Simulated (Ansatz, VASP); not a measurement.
# B3As3H4 (armchair BAs ribbon N=3 H edges): VASP beside Ansatz

One calculation is typed for both programs; each brings its own data sets. How far apart do they land? The structure shown is the start of the Ansatz relaxation below; VASP solves that cell, so the two are compared at the walk's first step.

Calculated with Ansatz 0.2.0; plane waves, with VASP 6.6.1 beside it; single point at PBE.

**1. Set-up**

The cell holds 10 atoms: 3 B, 3 As and 4 H. Cell: a = 12.993 Å, b = 7.000 Å, c = 5.880 Å, α = 90.0°, β = 90.0°, γ = 90.0°. Vacuum lies along a and b. The structure's axis is c.

**2. Ansatz: relaxation, PBE**

Ansatz runs on its default PAW (the set named soft_2) files.

The two programs are compared at the cell with which this relaxation starts, whose forces are those of its first step.

input.yaml

```yaml
crystal:
  lattice:
    - [12.993, 0.0, 0.0]
    - [0.0, 7.0, 0.0]
    - [0.0, 0.0, 5.88]
  atoms:
    - { symbol: B, position: [0.369355661, 0.5, 0.0] }
    - { symbol: B, position: [0.630636319, 0.5, 0.0] }
    - { symbol: As, position: [0.369355661, 0.5, 0.333333333] }
    - { symbol: As, position: [0.630636319, 0.5, 0.333333333] }
    - { symbol: H, position: [0.269375818, 0.5, 0.460884354] }
    - { symbol: H, position: [0.730616162, 0.5, 0.460884354] }
    - { symbol: B, position: [0.49999599, 0.5, 0.5] }
    - { symbol: As, position: [0.49999599, 0.5, 0.833333333] }
    - { symbol: H, position: [0.292704448, 0.5, 0.902210884] }
    - { symbol: H, position: [0.707287532, 0.5, 0.902210884] }
kpoints:
  mp_grid: { grid: [1, 1, 14] }
scf:
  occupations: { method: fermi_dirac, width: 0.05 }
hamiltonian:
  xc: pbe
relax:
  cell: { fix: [a, b, alpha, beta, gamma] }
  max_steps: 60
```

Launch:

```
$ ansatz run input.yaml --threads 8 --pin off --max-ram 16384MiB --backend cpu --events-out ev --progress --plain --runs-dir out
```

Numbers of over 12 decimals in the logs are rounded to 6 here.

The log of the run:

```text
Engine: ansatz 0.2.0, x86_64-unknown-linux-gnu
Pseudopotentials: kind: paw
Pseudopotential: B, paw, valence charge 3, recommended cutoff 420 eV (normal), B.paw.azcp
Pseudopotential: As, paw, valence charge 15, recommended cutoff 420 eV (normal), As.paw.azcp
Pseudopotential: H, paw, valence charge 1, recommended cutoff 420 eV (normal), H.paw.azcp
Functional definition: PBE
  parameter kappa = 0.804
  parameter beta = 0.066725
  exchange = pbe_x(kappa = kappa, mu = beta*pi^2/3)
  correlation = pbe_c(beta = beta)
Crystal: 10 atoms, lattice volume = 534.792 Å³
Basis set: ecut = 420 eV, 10503 PW (Γ), exchange–correlation on 180×96×80 points (8 copies of the dense FFT grid, shifted against one another)
Bands: 39, of which v1, the nominal top of the filled ones, is band 29 counted from 1 (28 counted from 0)
Symmetry: 4 space group operations
Space group: Pmm2 (ITA 25), of the structure as read, at distance tolerance 8.1e-5 Å
k-points: 8 of 14 (time reversal used)
Non-local potential: B, projectors of the file, l = 0: 2, l = 1: 2, l = 2: 1
Non-local potential: As, projectors of the file, l = 0: 2, l = 1: 2, l = 2: 3, l = 3: 1
Non-local potential: H, projectors of the file, l = 0: 2, l = 1: 1
PAW form: soft (Blöchl's): semilocal exchange-correlation on the pseudo side does not see the compensation charge
PAW one-centre angular grid: B, 110 points (default); XC on 64 Gauss nodes
PAW one-centre angular grid: As, 590 points (default); XC on 64 Gauss nodes
PAW one-centre angular grid: H, 110 points (default); XC on 64 Gauss nodes
Initial density: superposition of atomic densities (neutral atoms: chi_scale 0, normalization atom), corrected by the library's trained network
Initial wavefunctions: pseudopotential atomic-orbital guess
Functional: x = pbe(κ = 0.804, μ = 0.219515), c = pbe(β = 0.066725)
SCF iter   1: F=—  HF=-15096.497764 eV  |F-HF|=—  |Δ(HF+E_count)|=         —  Δρ=1.65e-3  dr2=3.35e-2  ethr=1.77e-3  ⟨swp⟩=8.0  Hψ=1503  notcnv=0  defer=3
preconditioner: auto → Resta (q_TF=auto, 1.884 Å⁻¹)  ε∞=1.8  [insulator: Δε(μ)=1.357 eV  Ē_g=9.629 eV  σ=0.050 eV  W_gap=1.00  n_scr=60 (ndim 8)  ℏωp=8.5 eV  f_vac=0.672  D(μ)=0.00/eV (n_scr^D=0)  ε∞_Penn≈1.8  vacuum switching on, ρ_ref=6.7e-3 e/Å³]
SCF iter   2: F=—  HF=-15096.506888 eV  |F-HF|=—  |Δ(HF+E_count)|=   9.12e-3  Δρ=7.71e-4  dr2=4.64e-3  ethr=5.78e-5  ⟨swp⟩=3.2  Hψ=549  notcnv=0  defer=21
SCF iter   3: F=—  HF=-15096.510826 eV  |F-HF|=—  |Δ(HF+E_count)|=   3.94e-3  Δρ=3.30e-4  dr2=1.02e-3  ethr=8.00e-6  ⟨swp⟩=2.0  Hψ=501  notcnv=0  defer=21
SCF iter   4: F=—  HF=-15096.511954 eV  |F-HF|=—  |Δ(HF+E_count)|=   1.13e-3  Δρ=1.05e-4  dr2=1.50e-4  ethr=1.76e-6  ⟨swp⟩=2.4  Hψ=440  notcnv=0  defer=21
SCF iter   5: F=—  HF=-15096.511979 eV  |F-HF|=—  |Δ(HF+E_count)|=   2.49e-5  Δρ=3.99e-5  dr2=1.67e-5  ethr=2.58e-7  ⟨swp⟩=2.0  Hψ=386  notcnv=0  defer=21
SCF iter   6: F=—  HF=-15096.511967 eV  |F-HF|=—  |Δ(HF+E_count)|=   1.14e-5  Δρ=1.30e-5  dr2=7.89e-7  ethr=2.88e-8  ⟨swp⟩=2.4  Hψ=437  notcnv=0  defer=21
SCF iter   7: F=-15096.511971 eV  HF=-15096.511971 eV  |F-HF|=1.21e-7  |Δ(HF+E_count)|=   3.45e-6  Δρ=3.45e-6  dr2=7.02e-8  ethr=1.72e-10  ⟨swp⟩=5.0  Hψ=1120  notcnv=0
SCF 1 converged in 7 iterations: F = -15096.511971 eV  dr2 = 7.02e-8
  greatest PAW one-centre occupation: 0.999 electrons in one spin orbital (limit 2), on the As atom at site 3 (counted from 0), in its partial waves of l = 2
relax step   1: F+E_penalty+E_count = -15096.51197069 eV  Δ(F+E_penalty+E_count) = +0.000e0 eV  max|allowed force component| = 1.037e0 eV/Å  Δτ_max = 0.0000 Å  P = -0.153 GPa  Ω = 534.792 Å³  fix = [a, b, alpha, beta, gamma]  reactions: a -0.306, b +0.274 GPa  (7 SCF iters, dr2 threshold 1.00e-7 eV, accepted)
[...]
relax step   2: F+E_penalty+E_count = -15096.67864295 eV  Δ(F+E_penalty+E_count) = -1.667e-1 eV  max|allowed force component| = 5.473e-1 eV/Å  Δτ_max = 0.1153 Å  P = +0.019 GPa  Ω = 539.603 Å³  energy of the carried Pulay correction = -9.277e-4 eV  fix = [a, b, alpha, beta, gamma]  reactions: a +0.136, b +0.261 GPa  (6 SCF iters, dr2 threshold 1.00e-6 eV, accepted)
[...]
relax step   3: F+E_penalty+E_count = -15096.70357716 eV  Δ(F+E_penalty+E_count) = -2.493e-2 eV  max|allowed force component| = 1.557e-1 eV/Å  Δτ_max = 0.0268 Å  P = +0.038 GPa  Ω = 538.059 Å³  energy of the carried Pulay correction = -6.310e-4 eV  fix = [a, b, alpha, beta, gamma]  reactions: a -0.036, b +0.261 GPa  (6 SCF iters, dr2 threshold 1.00e-6 eV, accepted)
[...]
relax step   4: F+E_penalty+E_count = -15096.70531423 eV  Δ(F+E_penalty+E_count) = -1.737e-3 eV  max|allowed force component| = 8.564e-3 eV/Å  Δτ_max = 0.0070 Å  P = +0.089 GPa  Ω = 537.891 Å³  energy of the carried Pulay correction = -5.986e-4 eV  fix = [a, b, alpha, beta, gamma]  reactions: a +0.002, b +0.260 GPa  (5 SCF iters, dr2 threshold 1.00e-6 eV, accepted)
[...]
relax step   5: F+E_penalty+E_count = -15096.70594318 eV  Δ(F+E_penalty+E_count) = -6.290e-4 eV  max|allowed force component| = 8.696e-3 eV/Å  Δτ_max = 0.0000 Å  P = +0.090 GPa  Ω = 537.891 Å³  fix = [a, b, alpha, beta, gamma]  reactions: a +0.001, b +0.261 GPa  stress off target by 7.25e-3 GPa on what of the cell is left free  SCF on the basis re-selected at this cell (its energy is not comparable with the rows above)  (5 SCF iters)
basis re-selected at this cell: Δ(F+E_penalty+E_count) = -6.290e-4 eV, ΔP = +0.001 GPa vs the last step (what re-selecting the basis moved, of the pressure what is left beyond the Pulay correction that the steps carried, after the strain that the cell walked since its last selection, with what the two solves' SCF thresholds leave and, on support functions, any second-order correction that the steps lacked; it is no m [...]
SCF converged after 5 iterations
Free energy (F): -15096.705943 eV
Harris-Foulkes:  -15096.705943 eV  (|F-HF|=2.26e-7)
Internal energy: -15096.705943 eV  (E = F + TS)
E sigma→0 (E₀):  -15096.705943 eV
Entropy (-TS):   -0.000000 eV (-0.000 meV/atom)
Fermi energy:    -1.685861 eV
--- Per-component energies (eV) ---
  E_band       = -1350.618688
  E_kinetic    = 500.690863
  E_local      = -16154.551587  (includes V_loc(G=0)·N_el)
  E_nonlocal   = -1965.934051
  E_hartree    = 7990.150687
  E_xc         = -363.530242
  E_vxc        = -389.834792  (∫ρ·V_xc dr)
  E_paw        = -5747.770002  (= ΣΔE_a)
  E_vpaw       = 678.714675  (= ΣTr[D̂ρ^β])
  E_aug_tail   = -0.004955  (compensation charges beyond the density's cutoff)
  E_ewald      = 644.243344
  E_smearing   = -0.000000  (= −TS)
  E_closure    = 0.000000  (closes the sum)
  Σ components = -15096.705943   (vs F -15096.705943, Δ=0.00e0)
--- Forces (eV/Å), atoms counted from 1 ---
  atom   1  B      0.00700958     0.00000000    -0.00580627
  atom   2  B     -0.00700958     0.00000000    -0.00580627
  atom   3  As    -0.00502508     0.00000000     0.00869685
  atom   4  As     0.00502508     0.00000000     0.00869685
  atom   5  H      0.00535240     0.00000000    -0.00444643
  atom   6  H     -0.00535240     0.00000000    -0.00444643
  atom   7  B      0.00000000     0.00000000    -0.00087816
  atom   8  As    -0.00000000     0.00000000     0.00316438
  atom   9  H     -0.00635925     0.00000000     0.00041685
  atom  10  H      0.00635925     0.00000000     0.00041685
  max |Σ_I F_I| component: 8.24e-6 eV/Å
--- Stress (GPa, compression-positive) ---
        0.001142      -0.000000      -0.000000
       -0.000000       0.260664      -0.000000
       -0.000000      -0.000000       0.007246
  P = ⅓ Tr σ = 0.0897 GPa (0.897 kbar)
--- Relaxed structure (4 steps of the walk, 4 accepted, 1 SCFs on fresh bases) ---
  F+E_penalty+E_count = -15096.70594318 eV   max|allowed force component| = 8.696e-3 eV/Å   (the final SCF, on the basis selected at the relaxed cell)
  cell:  # Å, volume = 537.8911 Å³
    - [12.993, 0, 0]
    - [0, 7.0, 0]
    - [0, 0, 5.914076]
  atoms:
    - { symbol: B, position: [0.369814, 0.5, 0.00195443] }
    - { symbol: B, position: [0.630178, 0.5, 0.00195443] }
    - { symbol: As, position: [0.375767, 0.5, 0.325962] }
    - { symbol: As, position: [0.624225, 0.5, 0.325962] }
    - { symbol: H, position: [0.275961, 0.5, 0.454243] }
    - { symbol: H, position: [0.724031, 0.5, 0.454243] }
    - { symbol: B, position: [0.499996, 0.5, 0.506657] }
    - { symbol: As, position: [0.499996, 0.5, 0.840919] }
    - { symbol: H, position: [0.288749, 0.5, 0.907147] }
    - { symbol: H, position: [0.711243, 0.5, 0.907147] }
```

Reading the cycles: dr2 is the Hartree energy of the density residual (eV), the measure of convergence; HF is the Harris–Foulkes estimate of the energy, which meets the free energy F at convergence.

**3. VASP: single point, PBE, start cell**

The same cell, functional, mesh and smearing now go to VASP, with its own data sets.

Lines of VASP's logs that name or quote its potential files are left out, and so is its time.

INCAR

```
SYSTEM = B3As3H4
PREC = Accurate
ENCUT = 420
EDIFF = 1E-06
NELM = 120
ISMEAR = -1
SIGMA = 0.05
LREAL = .FALSE.
ALGO = Normal
GGA = PE
NBANDS = 24
LORBIT = 11
LWAVE = .FALSE.
LCHARG = .FALSE.
ISIF = 2
LASPH = .TRUE.
GGA_COMPAT = .FALSE.
EFERMI = MIDGAP
KPAR = 2
```

POSCAR

```
B3As3H4
1.0
   12.9930000000      0.0000000000      0.0000000000
    0.0000000000      7.0000000000      0.0000000000
    0.0000000000      0.0000000000      5.8800000000
B As H
3 3 4
Direct
    0.3693556530      0.5000000000      0.0000000000
    0.6306363426      0.5000000000      0.0000000000
    0.4999959978      0.5000000000      0.5000000000
    0.3693556530      0.5000000000      0.3333333333
    0.6306363426      0.5000000000      0.3333333333
    0.4999959978      0.5000000000      0.8333333333
    0.2693758177      0.5000000000      0.4608843537
    0.7306161779      0.5000000000      0.4608843537
    0.2927044562      0.5000000000      0.9022108844
    0.7072875394      0.5000000000      0.9022108844
```

KPOINTS

```
Automatic mesh
0
Gamma
1 1 14
0 0 0
```

PAW data sets: B, As and H (PBE family, release 64).

Launch:

```
$ mpirun -np 2 vasp_std
```

The log of the run:

```text
[banner, memory and clock lines left out]
running    2 mpi-ranks, on    1 nodes
 distrk:  each k-point on    1 cores,    2 groups
 distr:  one band on    1 cores,    1 groups

 POSCAR found type information on POSCAR B AsH
 POSCAR found :  3 types and      10 ions
 LDA part: xc-table for (Slater+PW92), standard interpolation
 POSCAR, INCAR and KPOINTS ok, starting setup
 FFT: planning ... GRIDC
 FFT: planning ... GRID_SOFT
 FFT: planning ... GRID
 WAVECAR not read
 entering main loop
       N       E                     dE             d eps       ncg     rms          rms(c)
DAV:   1     0.148089034587E+03    0.14809E+03   -0.76037E+03   384   0.672E+02
DAV:   2    -0.251147531218E+02   -0.17320E+03   -0.16762E+03   552   0.145E+02
DAV:   3    -0.477336433993E+02   -0.22619E+02   -0.22496E+02   496   0.607E+01
DAV:   4    -0.483120594818E+02   -0.57842E+00   -0.57715E+00   536   0.112E+01
DAV:   5    -0.483223063458E+02   -0.10247E-01   -0.10246E-01   536   0.126E+00    0.106E+01
DAV:   6    -0.451620626222E+02    0.31602E+01   -0.11040E+01   488   0.115E+01    0.560E+00
DAV:   7    -0.446511059482E+02    0.51096E+00   -0.13007E+00   488   0.523E+00    0.252E+00
DAV:   8    -0.444635705480E+02    0.18754E+00   -0.35877E-01   488   0.231E+00    0.497E-01
DAV:   9    -0.444489827383E+02    0.14588E-01   -0.23628E-02   528   0.611E-01    0.279E-01
DAV:  10    -0.444419202629E+02    0.70625E-02   -0.83730E-03   544   0.428E-01    0.119E-01
DAV:  11    -0.444426315065E+02   -0.71124E-03   -0.13036E-03   456   0.160E-01    0.849E-02
DAV:  12    -0.444442420916E+02   -0.16106E-02   -0.27370E-03   400   0.210E-01    0.418E-02
DAV:  13    -0.444450968642E+02   -0.85477E-03   -0.17572E-04   544   0.673E-02    0.333E-02
DAV:  14    -0.444478815220E+02   -0.27847E-02   -0.24584E-04   464   0.785E-02    0.124E-02
DAV:  15    -0.444487788686E+02   -0.89735E-03   -0.61157E-05   480   0.383E-02    0.110E-02
DAV:  16    -0.444492349866E+02   -0.45612E-03   -0.56487E-05   424   0.315E-02    0.429E-03
DAV:  17    -0.444492909916E+02   -0.56005E-04   -0.64123E-06   520   0.108E-02    0.305E-03
DAV:  18    -0.444493283052E+02   -0.37314E-04   -0.53156E-06   400   0.868E-03    0.708E-04
DAV:  19    -0.444493333505E+02   -0.50453E-05   -0.40133E-07   448   0.258E-03    0.747E-04
DAV:  20    -0.444493366706E+02   -0.33201E-05   -0.24150E-07   320   0.179E-03    0.240E-04
DAV:  21    -0.444493381355E+02   -0.14649E-05   -0.84247E-08   328   0.101E-03    0.125E-04
DAV:  22    -0.444493390002E+02   -0.86472E-06   -0.64126E-08   296   0.793E-04
   1 F= -.44449339E+02 E0= -.44449339E+02  d E =-.465644E-06
```

(Continued in part 2 of 2.)

[Lines on the potential files, build, host, timing and source positions are cut from VASP's logs without a mark.]

[Logs are printed without paths, hosts, clocks, repeated set-up lines and the standing remarks that a program may print on its own settings, such as how far it seeks lower states.]

[Hosts, paths, dates, database ids (printed as entryN), source tags and the programs' standing remarks are cut or masked in the printed files.]
